Q: I have a layered form of PbO₂ and want its vibrational frequencies at the zone centre without running anything. Where do I begin?

A: Begin with what the atoms can do. The cell holds one Pb and two O atoms, so there are nine independent motions, and three of them merely shift the whole crystal. Six vibrations remain, numbered here in order of rising frequency. Each layer is a sheet of Pb with a plane of O above it and another below, and all cells move alike at the zone centre.

Zone-centre phonon frequencies of layered PbO₂ (R-3m, 3-atom cell) by linear response with Ansatz 0.2.0, without the long-range term of polar modes; the three translations are left out. Scalar-relativistic PBE without spin polarization or dispersion correction, PAW, plane-wave cutoff 420 eV, 12×12×12 k mesh, Gaussian smearing of 0.01 eV.

```
row  phonon frequency (cm^-1)  mode number
  1                     304.7            1
  2                     304.7            2
  3                     338.7            3
  4                     351.1            4
  5                     351.1            5
  6                     413.4            6
```

Q: Six rows, but I see only four different values.

A: Rows 1 and 2 are one vibration in two directions within the layer, and the threefold axis makes these directions equivalent. The same holds for rows 4 and 5. Rows 3 and 6 are motions along the layer normal, and there is only one such direction. An estimate therefore has to deliver four levels.

Q: What distinguishes the lower three rows from the upper three?

A: The calculated motions show it plainly. In rows 1 to 3 both O planes move together and Pb moves the opposite way. In rows 4 to 6 the two O planes move against each other, and Pb stays at rest because it sits midway between them and is pulled equally from both sides. Each kind of motion occurs within the layer and along its normal, which gives the four levels.

Q: Pb is very heavy. Is that why the modes in which it moves are the low ones?

A: That is a tempting explanation, but it works the wrong way round. When Pb recoils, the spring between Pb and O is deformed from both ends, and this raises the frequency. With equal stiffness, the modes with moving Pb would lie about 7% above those with resting Pb. In the table they lie below them in both directions, so the difference has to come from the stiffness.

Q: Then what stiffens the motion of O against O?

A: Look at which distances change. When both O planes move together, the distances between O atoms stay as they are, and only Pb–O distances respond. When the planes move oppositely, the O atoms facing each other across the Pb sheet approach or part as well. Their contact is 2.87 Å long, close to twice the usual radius of an oxide ion, so it is reasonable to expect them to resist being pushed together. The somewhat longer O–O contacts between neighbouring layers, about 3.1 Å, change as well. The rule gives them no term of their own, so its O–O constant has to absorb their share.

Q: So I need one spring for Pb–O and another for O–O?

A: Yes, and these two constants are all that the rule contains. Let K be the stiffness felt by one O atom, in N/m, and m the effective mass in atomic mass units. The frequency ν in cm⁻¹ is then

ν = 130 √(K/m)

K = 84 + 24 w

The 84 stands for the Pb–O forces and is used for every direction. The 24 plays the part of the stiffness of one O–O contact, and the weight w says how strongly a given motion works on these contacts.

Q: How do I find w?

A: For rows 1 to 3 it is zero, because the O atoms keep their distances. For the others, each O atom has three short contacts across the layer, and each makes an angle θ of about 44° with the layer normal. If both ends move oppositely along the normal, the contact changes its length by twice the displacement times cos θ. Projecting the resulting force back on the normal brings in cos θ once more, so three contacts give

w = 2 × 3 × cos²θ = 6 × 0.52 = 3.1

For motion within the layer, the remaining share, 1 − cos²θ, is divided evenly between two directions:

w = 2 × 3 × (1 − 0.52)/2 = 1.4

Q: So the lean of the contacts decides which of the two O-against-O modes is higher?

A: In this picture it does. The two weights would be equal if cos²θ were one third, which is the case in a regular octahedron. Here the contacts stand more upright than that, because the layer is stretched along its normal as far as the O–O contacts are concerned.

Q: Wait. I thought the octahedra in this layer were flattened.

A: You are right, and I must correct what I just said. The O planes are close together, and the octahedron is indeed flattened. In a regular octahedron the contacts across the layer have cos²θ of two thirds, so here they lean further over than they would there. They are still upright enough to exceed one third, and that is why the motion along the normal works on them more strongly.

Q: Then a flatter layer would bring the two modes closer together?

A: That is what the spring picture says, as long as the constants stay the same. Flattening tips the contacts towards the layer plane and moves weight from the normal to the sideways motion. I would trust the direction of this argument more than any number from it, since the contacts also change their length and hence their stiffness.

Q: Can we work a case? Take row 1.

A: Row 1 is Pb against both O atoms, within the layer. The O–O contacts are idle, so K is simply 84. Pb takes part, and its recoil enters through the effective mass. One Pb balances two O atoms, which gives the factor of 2:

1/m = 1/16 + 2/207, so m = 13.9

ν = 130 × √(84/13.9) = 320 cm⁻¹

The table has 304.7 cm⁻¹, so the estimate is about 5% too high.

Q: And one where the O–O spring matters?

A: Take row 6, in which the O planes move apart and together along the normal. Pb is at rest, so m is just the mass of one O atom. The weight is 3.1, and the contacts nearly double the stiffness:

K = 84 + 24 × 3.1 = 158

ν = 130 × √(158/16) = 409 cm⁻¹

This is about 1% below the 413.4 cm⁻¹ of the table. Within the rule, row 6 gains its height from the O–O contacts, in spite of having no recoil to help it.

Q: Where did 84 and 24 come from?

A: They were fitted to this same table. Each frequency was turned into a stiffness with the first formula, and a straight line in w was laid through the four levels by least squares, with each pair counted once. Both worked rows were part of that fit, so their agreement shows that the rule can describe the table, not that it can predict.

Q: How good is it over all six rows, then?

A: The hand rule stays within 6% of every calculated frequency. If each level is left out in turn and estimated from the other three, the largest error grows to about 10%. That is the more honest figure to carry in your head, and even it rests on only four levels.

Q: Would something simpler do as well?

A: A single stiffness for all modes misses by up to 21%, because it puts the modes with moving Pb too high. Adding an O–O term that ignores direction brings the largest miss down to 9%. Letting the lean of the contacts set the weights improves on that without a further fitted constant. The gain appears in the separation of the two O-against-O levels, though the lean gets more credit there than it has earned, as row 3 will show.

Q: Where does the rule fail most clearly?

A: In row 3. It is the same motion as row 1, Pb against O, but along the normal, and the rule gives both the same 320 cm⁻¹. The table separates them by 34 cm⁻¹, so the estimate is too high for one and too low for the other. A single Pb–O constant has no means of telling the two directions apart.

The same omission reaches rows 4 to 6, because the Pb–O forces act on the O atoms there too. Turned into stiffnesses, rows 1 and 3 show these forces to be about 18 N/m stiffer along the normal than within the layer. Rows 4 and 6 differ by about 45 N/m, so roughly two fifths of their difference comes from Pb–O forces. The rule credits all of it to the lean of the O–O contacts.

Q: Couldn't I repair that by using the real directions of the Pb–O bonds, as we did for O–O?

A: Try it, because the result is instructive. The bonds lie rather flat, so moving the O atoms sideways stretches them more than moving them up and down. Bond stretching alone would therefore make the motion along the normal about half as stiff as the one within the layer. The table shows it to be about 1.2 times as stiff.

Q: So the refinement makes things worse?

A: It does, and it tells you that stretching is not the whole story of the Pb–O forces. An O atom moving along the normal also changes the angles between its bonds, and resistance to such bending is one candidate for the extra stiffness. Another is the force between the electric dipoles that Pb and O set up when they move oppositely, since it depends on the direction of motion. I have tested neither. The constant of 84 is best read as an average over stretching, bending and whatever else acts between Pb and O.

Q: Is the 24 at least a real O–O spring constant?

A: I would not call it that either. The constant collects everything that makes O against O stiffer than Pb against O. When Pb and O move oppositely, their charges set up a dipole in every cell, and the forces between these dipoles can soften rows 1 to 3. In the fit, softer lower rows look just like stiffer O–O contacts, and these frequencies alone can't tell the two apart.

Q: That dipole reminds me of the splitting of polar modes into transverse and longitudinal ones. Does the rule cover it?

A: No. The frequencies in the table are calculated without the long-range electric field that a polar vibration sets up. In an insulator this field raises the longitudinal branch of the modes with moving Pb, so row 6 need not be the highest vibration once the field is included. The calculated band gap is very small; PBE tends to make gaps too small, but a crossing of the bands between the sampled points could have been overlooked. How far the crystal's own electrons would screen the field is therefore open.

Q: None of the six frequencies is imaginary. May I conclude that this layered form is stable?

A: Only against the six motions that you have looked at. With one layer in the cell, all layers move in step at the zone centre, so one layer sliding over the next never appears among the rows. The spacing of the layers is itself uncertain, because the calculation leaves out the dispersion forces that help to hold them together. The known forms of PbO₂ are also built differently, so this one is best treated as a model structure.

Q: If I meet another layered oxide of this kind, what may I take along?

A: Take the questions rather than the constants. Ask first whether the metal moves, since that fixes the mass. Then ask which contacts change their length, and how far they lean towards the direction of motion, since that fixes the stiffness. The values 84 and 24 belong to this one structure at this level of theory, and another oxide would need at least two known frequencies of its own, one of each kind.
